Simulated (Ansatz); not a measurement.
Space group R3m:H (No. 160). a = 3.157 Å, b = 3.157 Å, c = 18.118 Å, α = 90.00°, β = 90.00°, γ = 120.00°
```
atom site symmetry x y z
   W    3a        3m  0.6667  0.3333  0.3327
   S    3a        3m  0.6667  0.3333  0.0861
   S    3a        3m  0.3333  0.6667  0.2458
```

Equation of state of this WS2 structure (not necessarily the ground state), with shape and atoms relaxed at each volume where symmetry leaves them free. These are results of DFT PBE+D3(BJ), scalar-relativistic, plane waves, PAW in Ansatz, not measurements.

Cutoff 420 eV; k points 12×12×12 on the computed 3-atom cell (Γ-centred); Gaussian smearing, width 0.02 eV; no spin polarisation.

```json
{"V (Å³/atom)": "15.293", "E − E(largest V) (meV/atom)": "44.23", "P (GPa)": "11.37", "gap on mesh (eV)": "0.43"}
{"V (Å³/atom)": "15.814", "E − E(largest V) (meV/atom)": "14.08", "P (GPa)": "7.32", "gap on mesh (eV)": "0.56"}
{"V (Å³/atom)": "16.335", "E − E(largest V) (meV/atom)": "-4.35", "P (GPa)": "4.15", "gap on mesh (eV)": "0.68"}
{"V (Å³/atom)": "16.857", "E − E(largest V) (meV/atom)": "-13.78", "P (GPa)": "1.76", "gap on mesh (eV)": "0.80"}
{"V (Å³/atom)": "17.378", "E − E(largest V) (meV/atom)": "-16.51", "P (GPa)": "0.03", "gap on mesh (eV)": "0.91"}
{"V (Å³/atom)": "17.899", "E − E(largest V) (meV/atom)": "-14.52", "P (GPa)": "-1.17", "gap on mesh (eV)": "1.03"}
{"V (Å³/atom)": "18.421", "E − E(largest V) (meV/atom)": "-9.43", "P (GPa)": "-1.95", "gap on mesh (eV)": "1.14"}
{"V (Å³/atom)": "19.116", "E − E(largest V) (meV/atom)": "0.00", "P (GPa)": "-2.42", "gap on mesh (eV)": "1.28"}
```

Q: Fit a third-order Birch–Murnaghan equation to E(V).

A: V0 = 17.40 Å³/atom, B0 = 47 GPa, B0' = 11.2. B0' is unusual or poorly fixed by this range.

Spin-orbit coupling is left out, which matters for the bands of heavy elements.

This form isn't the usual stable structure of the compound.